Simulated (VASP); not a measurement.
Crystal: TiO2 (Anatase).

```xyz
6
Lattice="-1.8921 1.8921 4.7573 1.8921 -1.8921 4.7573 1.8921 1.8921 -4.7573" Properties=species:S:1:pos:R:3 pbc="T T T"
Ti    0.0000    1.8921    2.3786
Ti    0.0000    0.0000    0.0000
O     0.0000    0.0000    7.5346
O     0.0000    1.8921    0.3987
O     0.0000    1.8921    4.3586
O     0.0000    0.0000    1.9800
```

- Program: VASP 6.6.1
- Task: single point
- Functional: PBE
- Potentials or basis: VASP PAW PBE potentials, release 64 (Ti, O)
- Cutoff: 900 eV
- k mesh: 9 × 9 × 9
- Occupations: gaussian, width 0.05 eV
- Spin: no spin polarisation

On this cell: pressure 8.6 GPa; largest force 0.164 eV/Å; band gap on the k mesh 1.94 eV, indirect (least direct gap 2.27 eV).

The same run follows on a disturbed copy (grid = ENCUT=900 k=9x9x9 ISMEAR=0 SIGMA=0.05 PREC=Accurate EDIFF=1e-08 LREAL=False ADDGRID=False LASPH=True; atoms moved at random, drawn with an rms of 0.1 Å):

```
Ti O
1.0
    -1.89210    1.89210    4.75730
     1.89210   -1.89210    4.75730
     1.89210    1.89210   -4.75730
Ti O
2 4
Cartesian
  -0.0202 1.9206 2.4345
  -0.1089 0.0674 0.0593
  -0.0147 0.0295 7.5687
  -0.0386 1.8617 0.3199
  0.0277 1.8903 4.3962
  -0.0173 -0.1281 2.0854
```

Problem. What does the disturbed cell give?

Solution. The energy moves by +69.4 meV/atom; pressure 11.9 GPa; largest force 3.047 eV/Å; band gap on the k mesh 2.19 eV, indirect (least direct gap 2.63 eV).

Forces on the atoms (eV/Å):
```
Ti   0.093 -1.695  0.032
Ti   1.317 -0.988 -0.409
O    0.151 -0.552 -0.023
O    0.272  0.591  1.251
O   -1.814 -0.238  0.138
O   -0.020  2.882 -0.990
```

Stress tensor (GPa, compression positive):
```
13.43  0.44  0.96
 0.44 18.79  0.86
 0.96  0.86  3.58
```

Caveats: an odd mesh through Γ misses points on the zone boundary, where band edges often lie.
